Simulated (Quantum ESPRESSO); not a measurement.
Ti under changes of volume

One of the cells (16.731 Å³/atom); the others are scaled copies at fixed shape and fractional positions:

```xyz
1
Lattice="0.0000 2.0300 2.0300 2.0300 0.0000 2.0300 2.0300 2.0300 0.0000" Properties=species:S:1:pos:R:3 pbc="T T T"
Ti    0.0000    0.0000    0.0000
```

This isn't the form of Ti at room conditions, which is hcp.

```yaml
Program: Quantum ESPRESSO 7.5
Functional: r2SCAN
Potentials_or_basis: SG15 PBE 1.2
Cutoff: 952 eV
Density_cutoff: 3810 eV
k_mesh: 8 × 8 × 8
Occupations: fermi-dirac, width 0.05 eV
Spin: no spin polarisation
```

```csv
volume (Å³/atom),energy over the lowest point (meV/atom),pressure (GPa)
15.727,?,?
16.062,42.15,10.6
16.396,23.35,7.7
16.731,10.32,5.0
17.065,2.66,2.5
17.400,0.00,0.2
17.735,1.96,-1.9
```

Question: What does the run at 15.727 Å³/atom give?

Answer: Energy over the lowest point 67.16 meV/atom; pressure 13.7 GPa.

Worked out: A Birch-Murnaghan fit of order 3 (a polynomial in V^(-2/3)) to the other rows has its minimum at 17.42 Å³/atom with B0 = V·E''(V) = 115 GPa and B' = 2.9. It gives 67.26 meV/atom at 15.727 Å³/atom, against the run's 67.16, and -dE/dV = 13.6 GPa, against 13.7.

Energies are extrapolated to zero smearing.

Caveats: the potentials were made for another functional, which shifts forces and pressure.
